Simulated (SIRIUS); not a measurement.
# C (Fd-3m) in SIRIUS: reference runs, part 2 of 2

SIRIUS 7.12.0. The steps go on from the part before.

## Step 4: Single point, PBEsol, 5.44 Å³/atom (volume scaled by 0.96)

Contents of sirius.json:

```json
{
  "control": {
    "processing_unit": "cpu",
    "verbosity": 2,
    "num_bands_to_print": 10,
    "print_forces": true,
    "print_stress": true
  },
  "parameters": {
    "electronic_structure_method": "pseudopotential",
    "xc_functionals": ["XC_GGA_X_PBE_SOL", "XC_GGA_C_PBE_SOL"],
    "gk_cutoff": 9.1,
    "pw_cutoff": 18.2,
    "ngridk": [13, 13, 13],
    "shiftk": [0, 0, 0],
    "smearing": "fermi_dirac",
    "smearing_width": 0.0018374661,
    "num_bands": 10,
    "num_mag_dims": 0,
    "num_dft_iter": 100,
    "energy_tol": 1e-08,
    "density_tol": 1e-06
  },
  "iterative_solver": {
    "type": "davidson",
    "min_tolerance": 1e-10
  },
  "mixer": {
    "type": "anderson",
    "beta": 0.7,
    "max_history": 8
  },
  "settings": {
    "tol_ne": 1e-10,
    "pseudo_grid_cutoff": 6.5
  },
  "unit_cell": {
    "lattice_vectors": [
      [0.0, 3.324533661981, 3.324533661981],
      [3.324533661981, 0.0, 3.324533661981],
      [3.324533661981, 3.324533661981, 0.0]
    ],
    "atom_coordinate_units": "lattice",
    "atom_types": ["C"],
    "atom_files": {
      "C": "C.json"
    },
    "atoms": {
      "C": [
        [0.75, 0.75, 0.75],
        [0.5, 0.5, 0.5]
      ]
    }
  }
}
```

Potentials or basis: PseudoDojo 0.4.1 PBEsol standard (scalar relativistic).

On the command line:

```
$ upf_to_json C.upf
$ OMP_NUM_THREADS=1 sirius.scf --input=sirius.json --output=out.json --task=0
```

Log:

```text
[info] SIRIUS version : 7.12.0
[info] number of MPI ranks           : 1
[info] MPI grid                      : 1 1
[info] maximum number of OMP threads : 1
[fft] FFT context for density and potential
[fft] =====================================
[fft]   comm size                             : 1
[fft]   plane wave cutoff                     : 18.2
[fft]   grid size                             : 30 30 30   total : 27000
[fft]   grid limits                           : -14 15   -14 15   -14 15
[fft]   number of G-vectors within the cutoff : 3696
[fft]   local number of G-vectors             : 3696
[fft]   number of G-shells                    : 233
[fft] FFT context for coarse grid
[fft] =====================================
[fft]   comm size                             : 1
[fft]   plane wave cutoff                     : 18.2
[fft]   grid size                             : 30 30 30   total : 27000
[fft]   grid limits                           : -14 15   -14 15   -14 15
[fft]   number of G-vectors within the cutoff : 3696
[fft]   local number of G-vectors             : 3696
[fft]   number of G-shells                    : 233
[unit cell] lattice vectors
[unit cell]   a1 :       0.0000000000      3.3245336620      3.3245336620
[unit cell]   a2 :       3.3245336620      0.0000000000      3.3245336620
[unit cell]   a3 :       3.3245336620      3.3245336620      0.0000000000
[unit cell] reciprocal lattice vectors
[unit cell]   b1 :      -0.9449724301      0.9449724301      0.9449724301
[unit cell]   b2 :       0.9449724301     -0.9449724301      0.9449724301
[unit cell]   b3 :       0.9449724301      0.9449724301     -0.9449724301
[unit cell] unit cell volume :        73.48897664 [a.u.^3]
[unit cell] 1/sqrt(omega)    :         0.11665112
[unit cell] MT volume        :         0.00000000 ( 0.00%)
[unit cell] IT volume        :        73.48897664 (100.00%)
[unit cell] number of atom types : 1
[unit cell] type id : 0 symbol :  C mt_radius :  12.470000 num_atoms : 2
[unit cell] total number of atoms : 2
[unit cell] number of symmetry classes : 1
[unit cell] number of PAW atoms : 0
[unit cell] atom id  type id  class id             position                      vector_field
[unit cell] ------------------------------------------------------------------------------------------
[unit cell]      0        0        0      0.75000   0.75000   0.75000      0.00000   0.00000   0.00000
[unit cell]      1        0        0      0.50000   0.50000   0.50000      0.00000   0.00000   0.00000
[unit cell] atom id         position (Cartesian, a.u.)
[unit cell] ---------------------------------------------
[unit cell]      0       4.986800    4.986800    4.986800
[unit cell]      1       3.324534    3.324534    3.324534
[unit cell] class id : 0 atom id : 0 1
[unit cell] minimum bond length:     2.879131
[... 255 lines left out ...]
[diagonalize] iterative solver tolerance (occupied, empty): 1.14039e-07 1.14039e-07
[diagonalize] average number of iterations: 1.10714
[find] Total energy                   :     -12.00761688 (Ha),     -24.01523375 (Ry)
[find] Free energy (E-TS)             :     -12.00761688 (Ha),     -24.01523375 (Ry)
[find] band gap (eV)                  :       4.14703752
[find] Efermi                         :       0.62290522
[find] iteration : 11, RMS (target) : 1.1938e-06 (1.0000e-06) , energy difference (target) : 1.4921e-13 (1.0000e-08)
[find] bands are converged : true
[find] iterative solver converged : false
[find] +------------------------------+
[find] | SCF iteration  12 out of 100|
[find] +------------------------------+
[diagonalize] iterative solver tolerance (occupied, empty): 5.70195e-08 5.70195e-08
[diagonalize] average number of iterations: 1.2619
[diagonalize] Lowest band energies
[diagonalize] ik:    0   -0.293942    0.518578    0.518578    0.518578    0.727233    0.727233    0.727233    1.043647    1.234394    1.539753
[diagonalize] ik:    1   -0.287737    0.477730    0.507713    0.507713    0.741397    0.741397    0.752141    1.047491    1.244851    1.437382
[diagonalize] ik:    2   -0.269176    0.391258    0.483364    0.483364    0.773238    0.773238    0.793481    1.058441    1.268127    1.376504
[diagonalize] ik:    3   -0.238449    0.292383    0.457145    0.457145    0.804965    0.804965    0.825770    1.073938    1.286323    1.353521
[diagonalize] ik:    4   -0.195987    0.193484    0.435076    0.435076    0.825251    0.825251    0.846689    1.088776    1.296363    1.372275
[diagonalize] ...
[diagonalize] ik:   79    0.016263    0.088711    0.182677    0.268036    0.837194    0.936800    1.018367    1.037174    1.226797    1.386202
[diagonalize] ik:   80   -0.029559    0.131452    0.183644    0.292775    0.855670    0.897662    0.992317    1.081136    1.213854    1.378298
[diagonalize] ik:   81    0.015663    0.096626    0.218410    0.232457    0.798981    0.821078    1.055368    1.106171    1.319174    1.359124
[diagonalize] ik:   82    0.051532    0.074651    0.178454    0.239797    0.820702    0.900798    1.031053    1.053323    1.286800    1.364145
[diagonalize] ik:   83    0.038929    0.093884    0.183394    0.220866    0.894811    0.902609    0.983120    1.028751    1.285558    1.353769
[find] Charges and magnetic moments
[find] --------------------------------------------------------------------------------
[find] total charge          : 8.000000
[find] Energy
[find] --------------------------------------------------------------------------------
[find] valence_eval_sum               :       1.42053502
[find] <rho|V^{XC}>                   :      -4.80611683
[find] <rho|E^{XC}>                   :      -4.34438101
[find] <mag|B^{XC}>                   :       0.00000000
[find] <rho|V^{H}>                    :       1.85470681
[find] one-electron contribution      :       4.37194503 (Ha),       8.74389007 (Ry)
[find] hartree contribution           :       0.92735340
[find] xc contribution                :      -4.34438101
[find] ewald contribution             :     -12.96253512
[find] PAW contribution               :       0.00000000
[find] smearing (-TS)                 :      -0.00000000
[find] SCF correction                 :       0.00000082
[find] Total energy                   :     -12.00761688 (Ha),     -24.01523375 (Ry)
[find] Free energy (E-TS)             :     -12.00761688 (Ha),     -24.01523375 (Ry)
[find] band gap (eV)                  :       4.14704403
[find] Efermi                         :       0.62290514
[find] iteration : 12, RMS (target) : 6.3552e-07 (1.0000e-06) , energy difference (target) : -9.9476e-14 (1.0000e-08)
[find] bands are converged : true
[find] iterative solver converged : false
[find] converged after 13 SCF iterations!
[find] Charges and magnetic moments
[find] --------------------------------------------------------------------------------
[find] total charge          : 8.000000
[find] Energy
[find] --------------------------------------------------------------------------------
[find] valence_eval_sum               :       1.42053502
[find] <rho|V^{XC}>                   :      -4.80611683
[find] <rho|E^{XC}>                   :      -4.34438101
[find] <mag|B^{XC}>                   :       0.00000000
[find] <rho|V^{H}>                    :       1.85470681
[find] one-electron contribution      :       4.37194503 (Ha),       8.74389007 (Ry)
[find] hartree contribution           :       0.92735340
[find] xc contribution                :      -4.34438101
[find] ewald contribution             :     -12.96253512
[find] PAW contribution               :       0.00000000
[find] smearing (-TS)                 :      -0.00000000
[find] SCF correction                 :       0.00000082
[find] Total energy                   :     -12.00761688 (Ha),     -24.01523375 (Ry)
[find] Free energy (E-TS)             :     -12.00761688 (Ha),     -24.01523375 (Ry)
[find] band gap (eV)                  :       4.14704403
[find] Efermi                         :       0.62290514
[ground_state] === stress tensor components [kbar] ===
[ground_state] === stress_kin ===
[ground_state] -22902.667524    0.000000    0.000000
[ground_state]     0.000000-22902.667524    0.000000
[ground_state]     0.000000    0.000000-22902.667524
[ground_state] === stress_har ===
[ground_state] -1237.540504    0.000000   -0.000000
[ground_state]     0.000000-1237.540504   -0.000000
[ground_state]    -0.000000   -0.000000-1237.540504
[ground_state] === stress_ewald ===
[ground_state] 17298.326791    0.000000    0.000000
[ground_state]     0.00000017298.326791    0.000000
[ground_state]     0.000000    0.00000017298.326791
[ground_state] === stress_vloc ===
[ground_state]  -649.555005    0.000000    0.000000
[ground_state]     0.000000 -649.555005    0.000000
[ground_state]     0.000000    0.000000 -649.555005
[ground_state] === stress_xc ===
[ground_state]  1868.926250    0.000000   -0.000000
[ground_state]     0.000000 1868.926250   -0.000000
[ground_state]    -0.000000   -0.000000 1868.926250
[ground_state] === stress_core ===
[ground_state]  3209.791145    0.000000    0.000000
[ground_state]     0.000000 3209.791145    0.000000
[ground_state]     0.000000    0.000000 3209.791145
[ground_state] === stress_nonloc ===
[ground_state]  2252.237165    0.000000    0.000000
[ground_state]     0.000000 2252.237165   -0.000000
[ground_state]     0.000000   -0.000000 2252.237165
[ground_state] === stress_us_nl ===
[ground_state]  2252.237165    0.000000    0.000000
[ground_state]     0.000000 2252.237165   -0.000000
[ground_state]     0.000000   -0.000000 2252.237165
[ground_state] === stress_total ===
[ground_state]  -160.481682    0.000000    0.000000
[ground_state]     0.000000 -160.481682   -0.000000
[ground_state]     0.000000   -0.000000 -160.481682
[ground_state] ==== total Forces in Ha/bohr =====
[ground_state] atom:    0, force:       0.0000000      0.0000000      0.0000000
[... 14 lines left out ...]
[ground_state] atom:    0, force:       0.0000000      0.0000000      0.0000000
[ground_state] atom:    1, force:       0.0000000      0.0000000      0.0000000
[~DFT_ground_state] local op. applied: 23397
[~DFT_ground_state] evp. work count: 9778.85
[~DFT_ground_state] number of iterative solver steps: 1792
```

Wall time 16 s (1 thread of Intel Xeon Platinum 8259CL at 2.50GHz (Skylake/Cascade Lake), shared host); peak memory 0.16 GiB.

What came out:

| Item | Value |
| --- | --- |
| Free energy | -326.7439 eV |
| Pressure | 16.0 GPa |
| Band gap on the k mesh | 4.15 eV |

Caveat: an odd mesh through Γ misses points on the zone boundary, where band edges often lie.

## Step 5: Single point, PBEsol, 5.56 Å³/atom (volume scaled by 0.98)

sirius.json, as its differences from that of step 4:

```diff
@@ -38,5 +38,5 @@
     "lattice_vectors": [
-      [0.0, 3.324533661981, 3.324533661981],
-      [3.324533661981, 0.0, 3.324533661981],
-      [3.324533661981, 3.324533661981, 0.0]
+      [0.0, 3.347462204915, 3.347462204915],
+      [3.347462204915, 0.0, 3.347462204915],
+      [3.347462204915, 3.347462204915, 0.0]
     ],
```

On the command line:

```
$ upf_to_json C.upf
$ OMP_NUM_THREADS=1 sirius.scf --input=sirius.json --output=out.json --task=0
```

Wall time 16 s (1 thread of Intel Xeon Platinum 8259CL at 2.50GHz (Skylake/Cascade Lake), shared host); peak memory 0.16 GiB.

It converged, with:

```yaml
Free_energy: -326.7596 eV
Pressure: 6.0 GPa
Band_gap_on_the_k_mesh: 4.10 eV
```

Caveat: an odd mesh through Γ misses points on the zone boundary, where band edges often lie.

## Step 6: Single point, PBEsol, 5.79 Å³/atom (volume scaled by 1.02)

sirius.json, as its differences from that of step 5:

```diff
@@ -38,5 +38,5 @@
     "lattice_vectors": [
-      [0.0, 3.347462204915, 3.347462204915],
-      [3.347462204915, 0.0, 3.347462204915],
-      [3.347462204915, 3.347462204915, 0.0]
+      [0.0, 3.392399945638, 3.392399945638],
+      [3.392399945638, 0.0, 3.392399945638],
+      [3.392399945638, 3.392399945638, 0.0]
     ],
```

Potentials or basis: PseudoDojo 0.4.1 PBEsol standard (scalar relativistic).

On the command line:

```
$ upf_to_json C.upf
$ OMP_NUM_THREADS=1 sirius.scf --input=sirius.json --output=out.json --task=0
```

It took 16 s on 1 thread of Intel Xeon Platinum 8259CL at 2.50GHz (Skylake/Cascade Lake), shared host; peak memory 0.16 GiB.

Results (log left out):

| Property | Result |
| --- | --- |
| Free energy | -326.7514 eV |
| Pressure | -11.6 GPa |
| Band gap on the k mesh | 4.01 eV |

Caveat: an odd mesh through Γ misses points on the zone boundary, where band edges often lie.

## Step 7: Single point, PBEsol, 5.90 Å³/atom (volume scaled by 1.04)

sirius.json, as its differences from that of step 6:

```diff
@@ -38,5 +38,5 @@
     "lattice_vectors": [
-      [0.0, 3.392399945638, 3.392399945638],
-      [3.392399945638, 0.0, 3.392399945638],
-      [3.392399945638, 3.392399945638, 0.0]
+      [0.0, 3.414429134083, 3.414429134083],
+      [3.414429134083, 0.0, 3.414429134083],
+      [3.414429134083, 3.414429134083, 0.0]
     ],
```

On the command line:

```
$ upf_to_json C.upf
$ OMP_NUM_THREADS=1 sirius.scf --input=sirius.json --output=out.json --task=0
```

Wall time 14 s (1 thread of Intel Xeon Platinum 8259CL at 2.50GHz (Skylake/Cascade Lake), shared host); peak memory 0.17 GiB.

The run converged. Its results:

```yaml
Free_energy: -326.7298 eV
Pressure: -19.2 GPa
Band_gap_on_the_k_mesh: 3.96 eV
```

Caveat: an odd mesh through Γ misses points on the zone boundary, where band edges often lie.

## Step 8: Single point, PBEsol, 6.01 Å³/atom (volume scaled by 1.06)

sirius.json, as its differences from that of step 7:

```diff
@@ -38,5 +38,5 @@
     "lattice_vectors": [
-      [0.0, 3.414429134083, 3.414429134083],
-      [3.414429134083, 0.0, 3.414429134083],
-      [3.414429134083, 3.414429134083, 0.0]
+      [0.0, 3.436177676656, 3.436177676656],
+      [3.436177676656, 0.0, 3.436177676656],
+      [3.436177676656, 3.436177676656, 0.0]
     ],
```

On the command line:

```
$ upf_to_json C.upf
$ OMP_NUM_THREADS=1 sirius.scf --input=sirius.json --output=out.json --task=0
```

Wall time 10 s (1 thread of Intel Xeon Platinum 8259CL at 2.50GHz (Skylake/Cascade Lake), shared host); peak memory 0.17 GiB.

It converged, with:

| Item | Value |
| --- | --- |
| Free energy | -326.6979 eV |
| Pressure | -26.1 GPa |
| Band gap on the k mesh | 3.92 eV |

Caveat: an odd mesh through Γ misses points on the zone boundary, where band edges often lie.

## Step 9: Equation of state, PBEsol

Potentials or basis: PseudoDojo 0.4.1 PBEsol standard (scalar relativistic).

This step only gathers the single runs of the series.

What came out:

* Equilibrium volume: 5.63 Å³/atom
* Bulk modulus: 449 GPa
* Pressure derivative of the bulk modulus: 3.7

Energy against volume, from the lowest point:
```tsv
volume (Å³/atom)	energy (meV/atom)
5.332	24.25
5.445	8.90
5.558	1.05
5.672	0.00
5.785	5.17
5.899	15.97
6.012	31.91
```

## Step 10: Single point, PBEsol (atoms moved at random, drawn with an rms of 0.05 Å)

sirius.json, as its differences from that of step 8:

```diff
@@ -38,5 +38,5 @@
     "lattice_vectors": [
-      [0.0, 3.436177676656, 3.436177676656],
-      [3.436177676656, 0.0, 3.436177676656],
-      [3.436177676656, 3.436177676656, 0.0]
+      [0.0, 3.370080878874, 3.370080878874],
+      [3.370080878874, 0.0, 3.370080878874],
+      [3.370080878874, 3.370080878874, 0.0]
     ],
@@ -49,4 +49,4 @@
       "C": [
-        [0.75, 0.75, 0.75],
-        [0.5, 0.5, 0.5]
+        [0.747776, 0.753063, 0.754163],
+        [0.489281, 0.498603, 0.493599]
       ]
```

On the command line:

```
$ upf_to_json C.upf
$ OMP_NUM_THREADS=1 sirius.scf --input=sirius.json --output=out.json --task=0
```

Run time: 2.5 min. Hardware: 1 thread of Intel Xeon Platinum 8259CL at 2.50GHz (Skylake/Cascade Lake), shared host; peak memory 1.3 GiB.

Results (log left out):

* Free energy: -326.7196 eV
* Pressure: -2.4 GPa
* Largest force: 1.663 eV/Å
* Band gap on the k mesh: 3.15 eV

Forces in eV/Å, atoms in the order of the input:
```
C   -0.898 -1.184 -0.747
C    0.898  1.184  0.747
```

Stress tensor (GPa, compression positive):
```
-2.42 -0.54 -1.29
-0.54 -2.53 -0.81
-1.29 -0.81 -2.37
```

Caveat: an odd mesh through Γ misses points on the zone boundary, where band edges often lie.

## Step 11: The runs side by side

```csv
task,cell,energy tol,density tol,mixer,mixing beta,max scf,gap on the mesh (eV),pressure (GPa)
single point,as given,1e-08 Ha,1e-06,anderson,0.7,100,4.05,-3.2
equation of state,as given,-,-,-,-,-,-,-
single point,"atoms moved at random, drawn with an rms of 0.05 Å",1e-08 Ha,1e-06,anderson,0.7,100,3.15,-2.4
```

Alike in all rows: level PBEsol; potentials or basis PseudoDojo 0.4.1 PBEsol standard (scalar relativistic); no spin polarisation; k mesh 13 × 13 × 13; cutoff (eV) 1127; smearing fermi-dirac 0.05 eV.

Caveats: an odd mesh through Γ misses points on the zone boundary, where band edges often lie (some runs).

Absolute energies hang on the potentials; compare differences alone.

## Step 12: How close it comes

Step 2. The gap isn't set beside the measured one, since this odd mesh misses points on the zone boundary.

Step 9. Against the measured bulk modulus of C, 444.8 GPa (quoted in “Equation of state of cubic boron nitride at high pressures and temperatures”, 2007, arxiv:cond-mat/0702656), the calculated 449 GPa is off by +0.9 %. 3 values of this kind are on record (442 to 444.8 GPa); this one was drawn at random among those near their median, those with a stated uncertainty first. The fit is for a static lattice scaled at fixed shape and fixed fractional positions. The cell as given is a measured one (5.67 Å³/atom); PBEsol puts the equilibrium volume -0.7 % from it, thermal expansion not counted.
